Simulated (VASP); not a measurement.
A run of VASP 6.6.1 is set up as follows.

Contents of INCAR:

```
SYSTEM = GaP
PREC = Accurate
ENCUT = 520
EDIFF = 1E-6
ISMEAR = 0
SIGMA = 0.024
LREAL = .False.
LASPH = .True.
NELM = 80
ALGO = Fast
ISIF = 2
LWAVE = .False.
LCHARG = .False.
GGA = PE
```

Contents of KPOINTS:

```
regular mesh
0
Gamma
  8 8 8
  0 0 0
```

Contents of POSCAR:

```
GaP
1.0
    0.0000000000      2.7252500000      2.7252500000
    2.7252500000      0.0000000000      2.7252500000
    2.7252500000      2.7252500000      0.0000000000
Ga P
1 1
Direct
    0.0000000000      0.0000000000      0.0000000000
    0.7500000000      0.7500000000      0.7500000000
```

Potentials or basis: VASP PAW PBE potentials, release 64 (Ga_d, P).

Launch:

```console
$ cat potpaw_PBE.64/Ga_d/POTCAR potpaw_PBE.64/P/POTCAR > POTCAR
$ mpirun -np 1 vasp_std > vasp.out
```

Q: What does it give for the pressure?

A: 2.4 GPa.

Q: Predict the band gap on the k mesh.

A: 1.64 eV, indirect (least direct gap 1.83 eV).

**The experiment to reproduce.**

“Stacking defects in GaP nanowires: Electronic structure and optical properties”, 2018, arxiv:1810.01194 quotes, for a bulk crystal of GaP at 10 K: band gap 2.34 eV (indirect).

Against the measured gap of GaP, 2.34 eV (indirect; 10 K; quoted in “Stacking defects in GaP nanowires: Electronic structure and optical properties”, 2018, arxiv:1810.01194), the calculated 1.64 eV is off by -0.70 eV. Spin-orbit coupling on Ga is left out. The value is that of PBE on a finite k mesh, which can miss the band edges, without temperature or zero-point motion. Semilocal functionals fall short of measured gaps as a rule.
